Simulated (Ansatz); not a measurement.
# MnAs: frozen-core PAW against all-electron methods

```
Mn As
1.0
     0.00000    2.60434    2.60434
     2.60434    0.00000    2.60434
     2.60434    2.60434    0.00000
Mn As
1 1
Direct
  0.00000 0.00000 0.00000
  0.50000 0.50000 0.50000
```

Atoms are numbered in the order listed.

The cell was built from the rocksalt type and relaxed in the same program; it needn't be a known or the stable phase. The listed cell was then made from it by scaling, straining or moving an atom.

Other magnetic orders may lie lower; this is the state that the run reached.

Levels of theory: DFT, PBE, PAW with Ansatz's default frozen-core files, scalar-relativistic (Ansatz 0.2.0); DFT, PBE, all-electron LAPW, scalar-relativistic (Ansatz 0.2.0).

For PAW: a Γ-centred 12×12×12 k mesh, Fermi–Dirac smearing of 0.08 eV, cutoff 420 eV, spin-polarised from start moments Mn1 4 μB. LAPW targets a basis error of 1 meV/atom. The Ansatz runs share mesh, smearing and spin set-up. Plane-wave (PAW) pressures include the program's estimate of the Pulay term.

Stress and pressure are positive in compression.

The change that made this cell: volume scaled by 1.025.

```tsv
method	moment of the cell (μB)	site moments (μB)	symmetry operations kept	pressure (GPa)
PAW	3.74	Mn1 3.64, As2 -0.10	48	-1.76
LAPW	3.74	Mn1 3.76, As2 -0.11	48	-1.75
```

Problem. Can the differences be read as the error of the PAW files?

Solution. Yes, as far as these numbers show: moments and symmetry agree, so the runs reached one state, and PAW's pressure is off by -0.01 GPa.
